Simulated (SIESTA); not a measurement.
Crystal: MnO.

```
CELL_PARAMETERS angstrom
0.00000 2.22391 2.22391
2.22391 0.00000 2.22391
2.22391 2.22391 0.00000
ATOMIC_POSITIONS crystal
Mn 0.00000 0.00000 0.00000
O 0.50000 0.50000 0.50000
```

The cell is a database's computed one.

Base run:

| Property | Result |
| --- | --- |
| Program | SIESTA 5.4.2 |
| Functional | BLYP |
| Potentials or basis | PseudoDojo 0.4 standard (PBE files) |
| Basis | DZP (energy shift 0.003 Ry; two zetas on semicore shells) |
| Grid cutoff | 800 Ry |
| Energy shift | 0.003 Ry |
| k mesh | 10 × 10 × 10 |
| Occupations | fermi-dirac, width 0.05 eV |
| Spin | collinear spin, ferromagnetic start |
| Starting moments | [4.0, 0.0] μB |

Its results: band gap on the k mesh none (metal or under the smearing width); pressure 6.2 GPa; net moment 4.79 μB per cell; site moments Mn +4.57; O +0.22 μB.

Problem. The run is repeated on the same cell with these changes: functional from BLYP to PBE. What comes out?

Solution. Band gap on the k mesh none (metal or under the smearing width); pressure 1.5 GPa; net moment 4.83 μB per cell; site moments Mn +4.65; O +0.18 μB.

PBE binds more tightly than BLYP, so the same cell stands under less pressure.

Caveats: short orbitals over semicore shells can move pressures by several GPa; the basis of atomic orbitals isn't converged, which shifts pressures, moduli and gaps; a cell with one magnetic atom can't hold antiferromagnetic order, which such compounds often take; semilocal functionals often make such compounds metallic where correlation or magnetic order opens a gap, which also shifts bond lengths; the potentials were made for another functional, which shifts forces and pressure (some runs).

Not every run made on this cell is shown here.
